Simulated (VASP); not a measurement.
**WSe2: relaxation of cell and atoms with r2SCAN+rVV10**

WSe2, a sheet with vacuum:

```
Se W
1.0
     3.30000    0.00000    0.00000
    -1.65000    2.85788    0.00000
     0.00000    0.00000   19.36000
Se W
2 1
Direct
  0.66667 0.33333 0.41322
  0.66667 0.33333 0.58678
  0.33333 0.66667 0.50000
```

The cell was built by a generator and needn't be a form met in nature.

```
Program                : VASP 6.6.1
Task                   : relaxation of cell and atoms
Functional             : r2SCAN
Dispersion             : rVV10
Potentials or basis    : VASP PAW PBE potentials, release 64 (Se, W_sv)
Cutoff                 : 600 eV
k mesh                 : 12 × 12 × 1
Occupations            : gaussian, width 0.03 eV
Spin                   : no spin polarisation
Dipole correction      : no
Further INCAR settings : ALGO = Normal; EDIFF = 1e-06; IBRION = 2; EDIFFG = -0.005; NSW = 40; ISIF = 3
```

```json
{
 "Relaxed volume": "61.01 Å³/atom",
 "Relaxed cell": "a = 3.304 Å, b = 3.304 Å, c = 19.360 Å, α = 90.00°, β = 90.00°, γ = 120.00°",
 "Space group after relaxing (to 0.05 Å)": "P-6m2 (No. 187)",
 "Energy gained by relaxing": "0.7 meV/atom",
 "Ionic steps": "4",
 "Band gap on the k mesh": "1.69 eV, direct"
}
```

The path:
```tsv
step	energy change (eV)	largest force (eV/Å)	pressure (GPa)	volume (Å³)
1	0.0000	0.2056	-0.28	182.58
2	-0.0016	0.0149	0.20	181.90
3	-0.0017	0.0388	0.08	182.07
4	-0.0021	0.0016	-0.02	183.03
```

Final structure:
```
Se W
1.0
     3.30399    0.00000    0.00000
    -1.65199    2.86134    0.00000
     0.00000    0.00000   19.36000
Se W
2 1
Direct
  0.66667 0.33333 0.41389
  0.66667 0.33333 0.58611
  0.33333 0.66667 0.50000
```

Levels at points of the mesh, in eV from the valence-band top:
| k point | band 11 | band 12 | band 13 | band 14 | band 15 | band 16 |
| --- | --- | --- | --- | --- | --- | --- |
| (0.00, 0.00, 0.00) | -1.34 | -1.34 | -0.30 | 3.12 | 3.12 | 3.29 |
| (0.50, 0.00, 0.00) | -2.26 | -1.06 | -1.04 | 2.55 | 2.93 | 4.05 |

It took 34 min on 4 MPI ranks on Intel(R) Xeon(R) Platinum 8559C (Emerald Rapids), with other jobs on the host, peak memory 0.87 GiB a rank.

Caveat: the PAW data sets were made with another functional, which shifts forces and pressure a little; spin-orbit coupling is left out, which moves the levels of the heavy elements. r2SCAN opens gaps a little over a GGA but as a rule still falls short of measured ones.
